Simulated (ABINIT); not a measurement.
# CdTe (F-43m) in ABINIT: settings compared

The runs below take CdTe through equation of state, with PBEsol, r2SCAN.

All numbers are computed with ABINIT 10.8.3 (patched build); they aren't measurements. Logs are shortened: lines on timing, memory, paths and dates and some standing lists are left out, and cuts for length are marked. The log counts tension as positive stress, the text compression.

**Measured values to compare with.**

From “Multiscale insight into the Cd1-xZnxTe vibrational-mechanical properties -- High-pressure experiments and ab initio calculations”, 2023, arxiv:2306.14539, for a powder of CdTe: bulk modulus 42 ± 2 GPa.

How close the calculation comes is told below.

**1. Starting point**

It takes space group F-43m (No. 216, cubic). The conventional cell has a = 6.410 Å, b = 6.410 Å, c = 6.410 Å, α = 90.00°, β = 90.00°, γ = 90.00°. Around Te (site symmetry -43m) lie 4 Cd at 2.78 Å. Around Cd (site symmetry -43m) lie 4 Te at 2.78 Å.

**2. Equation of state, PBEsol**

run.abi reads:

```
# Datasets: one volume each
ndtset 7
getwfk -1
scalecart1 3*0.9795861087
scalecart2 3*0.9864848297
scalecart3 3*0.9932883884
scalecart4 3*1.0000000000
scalecart5 3*1.0066227096
scalecart6 3*1.0131594038
scalecart7 3*1.0196128224

# Pseudopotentials
pp_dirpath "./"
pseudos "Te.GGA_PBE-JTH.xml, Cd.GGA_PBE-JTH.xml"

# Structure
acell 3*1.0 Angstrom
rprim
     0.0000000000     3.2050000000     3.2050000000
     3.2050000000     0.0000000000     3.2050000000
     3.2050000000     3.2050000000     0.0000000000
ntypat 2
znucl 52 48
natom 2
typat 1 2
xred
     0.7500000000     0.7500000000     0.7500000000
     0.0000000000     0.0000000000     0.0000000000

# Plane-wave basis
ecut 22.0
pawecutdg 44.0
pawxcdev 0

# k points
kptopt 1
ngkpt 7 7 7
nshiftk 1
shiftk 0.0 0.0 0.0

# Exchange and correlation
ixc -116133

# Bands and occupations
nband 13
occopt 3
tsmear 0.05 eV

# SCF cycle
nstep 100
tolvrs 1.0e-9

# Output
iomode 3
prtwf 1
prtden 0
prteig 0
prtebands 0
```

Potentials or basis: JTH PAW PBE v2.0.

Command:

```bash
$ abinit run.abi > log 2>&1
```

run.abo:

```text
.Version 10.8.3 of ABINIT
 DATASET    1 : space group F-4 3 m (#216); Bravais cF (face-center cubic)
================================================================================
 Values of the parameters that define the memory need for DATASET  1.
     intxc =       0    ionmov =       0      iscf =      17    lmnmax =      18
     lnmax =       6     mgfft =      36  mpssoang =       3    mqgrid =    3001
     natom =       2  nloc_mem =       2    nspden =       1   nspinor =       1
    nsppol =       1      nsym =      24    n1xccc =       1    ntypat =       2
    occopt =       3   xclevel =       2
       mpw =        2075          nfft =       46656          nkpt =          20
 PAW method is used; the additional fine FFT grid is defined by:
   mgfftf=        54    nfftf =    157464
================================================================================
================================================================================
[... 71 lines left out ...]
 DATASET    7 : space group F-4 3 m (#216); Bravais cF (face-center cubic)
================================================================================
 Values of the parameters that define the memory need for DATASET  7.
     intxc =       0    ionmov =       0      iscf =      17    lmnmax =      18
     lnmax =       6     mgfft =      40  mpssoang =       3    mqgrid =    3001
     natom =       2  nloc_mem =       2    nspden =       1   nspinor =       1
    nsppol =       1      nsym =      24    n1xccc =       1    ntypat =       2
    occopt =       3   xclevel =       2
       mpw =        2334          nfft =       64000          nkpt =          20
 PAW method is used; the additional fine FFT grid is defined by:
   mgfftf=        54    nfftf =    157464
================================================================================
================================================================================

--------------------------------------------------------------------------------
------------- Echo of variables that govern the present computation ------------
--------------------------------------------------------------------------------
 -outvars: echo values of preprocessed input variables --------
            acell      1.8897261259E+00  1.8897261259E+00  1.8897261259E+00 Bohr
              amu      1.27600000E+02  1.12411000E+02
             ecut      2.20000000E+01 Hartree
           getwfk          -1
              ixc     -116133
           jdtset        1    2    3    4    5    6    7
         kptrlatt        7    0    0      0    7    0      0    0    7
          kptrlen1     5.87330504E+01
          kptrlen2     5.91466770E+01
          kptrlen3     5.95545980E+01
          kptrlen4     5.99570062E+01
          kptrlen5     6.03540840E+01
          kptrlen6     6.07460046E+01
          kptrlen7     6.11329323E+01
            natom           2
            nband          13
[... 131 lines left out ...]
 Pseudopotential format is: paw10
 basis_size (lnmax)=  6 (lmn_size= 18), orbitals=   0   0   1   1   2   2
 Spheres core radius: rc_sph= 2.50233826
 Shapefunction is BESSEL type: shapef(r,l)=aa(1,l)*jl(q(1,l)*r)+aa(2,l)*jl(q(2,l)*r)
 Radius for shape functions =  2.31074885
 Compensation charge density is not taken into account in XC energy/potential

   2.44797133E+03                                ecore*ucvol(ha*bohr**3)
--------------------------------------------------------------------------------

================================================================================

--- !BeginCycle
iteration_state: {dtset: 1, }
solver: {iscf: 17, nstep: 100, nline: 4, wfoptalg: 10, }
tolerances: {tolvrs: 1.00E-09, }
...
[... 545 lines left out ...]
 getcut: wavevector=  0.0000  0.0000  0.0000  ngfft=  40  40  40
         ecut(hartree)=     22.000   => boxcut(ratio)=   2.21178

 getcut : COMMENT -
  Note that boxcut > 2.2 ; recall that boxcut=Gcut(box)/Gcut(sphere) = 2
  is sufficient for exact treatment of convolution.
  Such a large boxcut is a waste : you could raise ecut
  e.g. ecut=   26.905802 Hartrees makes boxcut=2

 Fine grid specifications (used for densities):

 getcut: wavevector=  0.0000  0.0000  0.0000  ngfft=  54  54  54
         ecut(hartree)=     44.000   => boxcut(ratio)=   2.11207
--------------------------------------------------------------------------------
[... 737 lines left out ...]
-Cartesian components of stress tensor (GPa)         [Pressure= -7.4992E-01 GPa]
- sigma(1 1)=  7.49918043E-01  sigma(3 2)=  0.00000000E+00
- sigma(2 2)=  7.49918043E-01  sigma(3 1)=  0.00000000E+00
- sigma(3 3)=  7.49918043E-01  sigma(2 1)=  0.00000000E+00

== END DATASET(S) ==============================================================
================================================================================

 -outvars: echo values of variables after computation  --------
            acell      1.8897261259E+00  1.8897261259E+00  1.8897261259E+00 Bohr
           etotal1    -5.5919683435E+01
           etotal2    -5.5921115818E+01
           etotal3    -5.5922167310E+01
           etotal4    -5.5922878644E+01
           etotal5    -5.5923285134E+01
           etotal6    -5.5923419273E+01
           etotal7    -5.5923309714E+01
            fcart1    -0.0000000000E+00 -0.0000000000E+00 -0.0000000000E+00
                      -0.0000000000E+00 -0.0000000000E+00 -0.0000000000E+00
            fcart2    -0.0000000000E+00 -0.0000000000E+00 -0.0000000000E+00
                      -0.0000000000E+00 -0.0000000000E+00 -0.0000000000E+00
            fcart3     1.3987074801E-30 -3.8821931228E-47 -1.3987074801E-30
                      -1.3987074801E-30  3.8821931228E-47  1.3987074801E-30
            fcart4     7.0064923216E-46  1.3893198988E-30 -2.7786397975E-30
                       0.0000000000E+00 -1.3893198988E-30  2.7786397975E-30
            fcart5     2.7603587432E-30  2.7603587432E-30 -8.2810762295E-30
                      -2.7603587432E-30 -2.7603587432E-30  8.2810762295E-30
[... 38 lines left out ...]
                       0.0000000000E+00  0.0000000000E+00  0.0000000000E+00
           xangst1     4.7093602176E+00  4.7093602176E+00  4.7093602176E+00
                       0.0000000000E+00  0.0000000000E+00  0.0000000000E+00
           xangst2     4.7425258188E+00  4.7425258188E+00  4.7425258188E+00
                       0.0000000000E+00  0.0000000000E+00  0.0000000000E+00
           xangst3     4.7752339272E+00  4.7752339272E+00  4.7752339272E+00
                       0.0000000000E+00  0.0000000000E+00  0.0000000000E+00
           xangst4     4.8075000000E+00  4.8075000000E+00  4.8075000000E+00
                       0.0000000000E+00  0.0000000000E+00  0.0000000000E+00
           xangst5     4.8393386764E+00  4.8393386764E+00  4.8393386764E+00
                       0.0000000000E+00  0.0000000000E+00  0.0000000000E+00
           xangst6     4.8707638338E+00  4.8707638338E+00  4.8707638338E+00
                       0.0000000000E+00  0.0000000000E+00  0.0000000000E+00
           xangst7     4.9017886437E+00  4.9017886437E+00  4.9017886437E+00
                       0.0000000000E+00  0.0000000000E+00  0.0000000000E+00
             xred      7.5000000000E-01  7.5000000000E-01  7.5000000000E-01
                       0.0000000000E+00  0.0000000000E+00  0.0000000000E+00
 Calculation completed.
```

It took 4.7 min on 1 thread of Arm Neoverse V2, shared host; peak memory 0.18 GiB.

What came out:

- Equilibrium volume: 34.26 Å³/atom
- Bulk modulus: 42 GPa
- Pressure derivative of the bulk modulus: 4.8

Energy against volume, from the lowest point:
```
volume (Å³/atom)  energy (meV/atom)
          30.947              50.83
          31.605              31.34
          32.263              17.03
          32.922               7.36
          33.580               1.83
          34.239               0.00
          34.897               1.49
```

Caveat: pressures at fixed basis lie under the slope of the energies; the PAW data sets were made with another functional, which shifts forces and pressure a little. Spin-orbit coupling is left out, which matters for the levels of Te.

**3. Equation of state, r2SCAN**

Edit run.abi of step 2 so:

```diff
@@ -30,5 +30,4 @@
 # Plane-wave basis
-ecut 22.0
-pawecutdg 44.0
-pawxcdev 0
+ecut 26.0
+pawecutdg 48.0
 
@@ -41,3 +40,5 @@
 # Exchange and correlation
-ixc -116133
+ixc -497498
+usekden 1
+pawxcdev 0
 
@@ -50,3 +51,3 @@
 nstep 100
-tolvrs 1.0e-9
+tolvrs 1.0e-7
```

Potentials or basis: JTH PAW PBE v2.0.

Command:

```bash
$ abinit run.abi > log 2>&1
```

run.abo:

```text
.Version 10.8.3 of ABINIT
 DATASET    1 : space group F-4 3 m (#216); Bravais cF (face-center cubic)
================================================================================
 Values of the parameters that define the memory need for DATASET  1.
     intxc =       0    ionmov =       0      iscf =      17    lmnmax =      18
     lnmax =       6     mgfft =      40  mpssoang =       3    mqgrid =    3001
     natom =       2  nloc_mem =       2    nspden =       1   nspinor =       1
    nsppol =       1      nsym =      24    n1xccc =       1    ntypat =       2
    occopt =       3   xclevel =       2
       mpw =        2677          nfft =       64000          nkpt =          20
 PAW method is used; the additional fine FFT grid is defined by:
   mgfftf=        54    nfftf =    157464
================================================================================
================================================================================
[... 71 lines left out ...]
 DATASET    7 : space group F-4 3 m (#216); Bravais cF (face-center cubic)
================================================================================
 Values of the parameters that define the memory need for DATASET  7.
     intxc =       0    ionmov =       0      iscf =      17    lmnmax =      18
     lnmax =       6     mgfft =      45  mpssoang =       3    mqgrid =    3001
     natom =       2  nloc_mem =       2    nspden =       1   nspinor =       1
    nsppol =       1      nsym =      24    n1xccc =       1    ntypat =       2
    occopt =       3   xclevel =       2
       mpw =        3002          nfft =       91125          nkpt =          20
 PAW method is used; the additional fine FFT grid is defined by:
   mgfftf=        60    nfftf =    216000
================================================================================
================================================================================

--------------------------------------------------------------------------------
------------- Echo of variables that govern the present computation ------------
--------------------------------------------------------------------------------
 -outvars: echo values of preprocessed input variables --------
            acell      1.8897261259E+00  1.8897261259E+00  1.8897261259E+00 Bohr
              amu      1.27600000E+02  1.12411000E+02
             ecut      2.60000000E+01 Hartree
           getwfk          -1
              ixc     -497498
           jdtset        1    2    3    4    5    6    7
         kptrlatt        7    0    0      0    7    0      0    0    7
          kptrlen1     5.87330504E+01
          kptrlen2     5.91466770E+01
          kptrlen3     5.95545980E+01
          kptrlen4     5.99570062E+01
          kptrlen5     6.03540840E+01
          kptrlen6     6.07460046E+01
          kptrlen7     6.11329323E+01
            natom           2
            nband          13
           ndtset           7
            ngfft1         40      40      40
            ngfft2         40      40      40
            ngfft3         40      40      40
            ngfft4         40      40      40
            ngfft5         40      40      40
            ngfft6         40      40      40
            ngfft7         45      45      45
          ngfftdg1         54      54      54
          ngfftdg2         54      54      54
          ngfftdg3         54      54      54
          ngfftdg4         54      54      54
          ngfftdg5         54      54      54
          ngfftdg6         60      60      60
          ngfftdg7         60      60      60
[... 73 lines left out ...]

 chkinp: Checking input parameters for consistency, jdtset=   2.
[... 36 lines left out ...]
 getcut: wavevector=  0.0000  0.0000  0.0000  ngfft=  54  54  54
         ecut(hartree)=     48.000   => boxcut(ratio)=   2.06430

--- Pseudopotential description ------------------------------------------------
- pspini: atom type   1  psp file is ./Te.GGA_PBE-JTH.xml
 Pseudopotential format is: paw10
 basis_size (lnmax)=  4 (lmn_size=  8), orbitals=   0   0   1   1
 Spheres core radius: rc_sph= 2.31107438
 Shapefunction is SIN type: shapef(r)=[sin(pi*r/rshp)/(pi*r/rshp)]**2
 Radius for shape functions =  2.10488624
 Compensation charge density is not taken into account in XC energy/potential

- pspini: atom type   2  psp file is ./Cd.GGA_PBE-JTH.xml
 Pseudopotential format is: paw10
 basis_size (lnmax)=  6 (lmn_size= 18), orbitals=   0   0   1   1   2   2
 Spheres core radius: rc_sph= 2.50233826
 Shapefunction is BESSEL type: shapef(r,l)=aa(1,l)*jl(q(1,l)*r)+aa(2,l)*jl(q(2,l)*r)
 Radius for shape functions =  2.31074885
 Compensation charge density is not taken into account in XC energy/potential

   2.44797133E+03                                ecore*ucvol(ha*bohr**3)
--------------------------------------------------------------------------------

================================================================================

--- !BeginCycle
iteration_state: {dtset: 1, }
solver: {iscf: 17, nstep: 100, nline: 4, wfoptalg: 10, }
tolerances: {tolvrs: 1.00E-07, }
...
[... 937 lines left out ...]
 getcut: wavevector=  0.0000  0.0000  0.0000  ngfft=  60  60  60
         ecut(hartree)=     48.000   => boxcut(ratio)=   2.21690

 getcut : COMMENT -
  Note that boxcut > 2.2 ; recall that boxcut=Gcut(box)/Gcut(sphere) = 2
  is sufficient for exact treatment of convolution.
  Such a large boxcut is a waste : you could raise ecut
  e.g. ecut=   58.975672 Hartrees makes boxcut=2

--------------------------------------------------------------------------------

-inwffil : will read wavefunctions from disk file runo_DS5_WFK.nc

================================================================================
[... 186 lines left out ...]
 getcut: wavevector=  0.0000  0.0000  0.0000  ngfft=  60  60  60
         ecut(hartree)=     48.000   => boxcut(ratio)=   2.20287

 getcut : COMMENT -
  Note that boxcut > 2.2 ; recall that boxcut=Gcut(box)/Gcut(sphere) = 2
  is sufficient for exact treatment of convolution.
  Such a large boxcut is a waste : you could raise ecut
  e.g. ecut=   58.231488 Hartrees makes boxcut=2

--------------------------------------------------------------------------------

-inwffil : will read wavefunctions from disk file runo_DS6_WFK.nc

================================================================================
[... 155 lines left out ...]
-Cartesian components of stress tensor (GPa)         [Pressure=  2.9835E-01 GPa]
- sigma(1 1)= -2.98348150E-01  sigma(3 2)=  0.00000000E+00
- sigma(2 2)= -2.98348150E-01  sigma(3 1)=  0.00000000E+00
- sigma(3 3)= -2.98348150E-01  sigma(2 1)=  0.00000000E+00

== END DATASET(S) ==============================================================
================================================================================

 -outvars: echo values of variables after computation  --------
            acell      1.8897261259E+00  1.8897261259E+00  1.8897261259E+00 Bohr
           etotal1    -1.4512699513E+01
           etotal2    -1.4514674650E+01
           etotal3    -1.4516233278E+01
           etotal4    -1.4517416777E+01
           etotal5    -1.4518263300E+01
           etotal6    -1.4518825821E+01
           etotal7    -1.4519098695E+01
            fcart1    -9.0769430815E-29 -9.0769430815E-29  2.7230829244E-28
                       9.0769430815E-29  9.0769430815E-29 -2.7230829244E-28
            fcart2     3.9089677148E-47 -1.4083540435E-30 -3.9089677148E-47
                      -3.9089677148E-47  1.4083540435E-30  3.9089677148E-47
            fcart3    -8.9517278727E-29 -4.4758639364E-29  1.7903455745E-28
                       8.9517278727E-29  4.4758639364E-29 -1.7903455745E-28
            fcart4    -2.2229118380E-29  1.4988248796E-46  2.2229118380E-29
                       2.2229118380E-29 -1.4988248796E-46 -2.2229118380E-29
            fcart5    -2.7603587432E-30 -2.7603587432E-30  8.2810762295E-30
                       2.7603587432E-30  2.7603587432E-30 -8.2810762295E-30
[... 38 lines left out ...]
                       0.0000000000E+00  0.0000000000E+00  0.0000000000E+00
           xangst1     4.7093602176E+00  4.7093602176E+00  4.7093602176E+00
                       0.0000000000E+00  0.0000000000E+00  0.0000000000E+00
           xangst2     4.7425258188E+00  4.7425258188E+00  4.7425258188E+00
                       0.0000000000E+00  0.0000000000E+00  0.0000000000E+00
           xangst3     4.7752339272E+00  4.7752339272E+00  4.7752339272E+00
                       0.0000000000E+00  0.0000000000E+00  0.0000000000E+00
           xangst4     4.8075000000E+00  4.8075000000E+00  4.8075000000E+00
                       0.0000000000E+00  0.0000000000E+00  0.0000000000E+00
           xangst5     4.8393386764E+00  4.8393386764E+00  4.8393386764E+00
                       0.0000000000E+00  0.0000000000E+00  0.0000000000E+00
           xangst6     4.8707638338E+00  4.8707638338E+00  4.8707638338E+00
                       0.0000000000E+00  0.0000000000E+00  0.0000000000E+00
           xangst7     4.9017886437E+00  4.9017886437E+00  4.9017886437E+00
                       0.0000000000E+00  0.0000000000E+00  0.0000000000E+00
             xred      7.5000000000E-01  7.5000000000E-01  7.5000000000E-01
                       0.0000000000E+00  0.0000000000E+00  0.0000000000E+00
 Calculation completed.
```

Wall time 11 min (1 thread of Arm Neoverse V2, shared host); peak memory 0.27 GiB.

What came out:

```yaml
Equilibrium_volume: "35.34 Å³/atom (rough: see the caveat)"
Bulk_modulus: 40 GPa (rough)
```

Energy against volume, from the lowest point:
| volume (Å³/atom) | energy (meV/atom) |
| --- | --- |
| 30.947 | 87.07 |
| 31.605 | 60.19 |
| 32.263 | 38.99 |
| 32.922 | 22.88 |
| 33.580 | 11.37 |
| 34.239 | 3.71 |
| 34.897 | 0.00 |

Caveat: pressures at fixed basis lie under the slope of the energies; the minimum lies outside the volumes run; the PAW data sets were made with another functional, which shifts forces and pressure a little.

**4. How close it comes**

Step 2. Measured bulk modulus of CdTe: 42 GPa (powder; quoted in “Multiscale insight into the Cd1-xZnxTe vibrational-mechanical properties -- High-pressure experiments and ab initio calculations”, 2023, arxiv:2306.14539). This calculation gives 42 GPa (-0.4 %). The fit is for a static lattice scaled at fixed shape and fixed fractional positions.
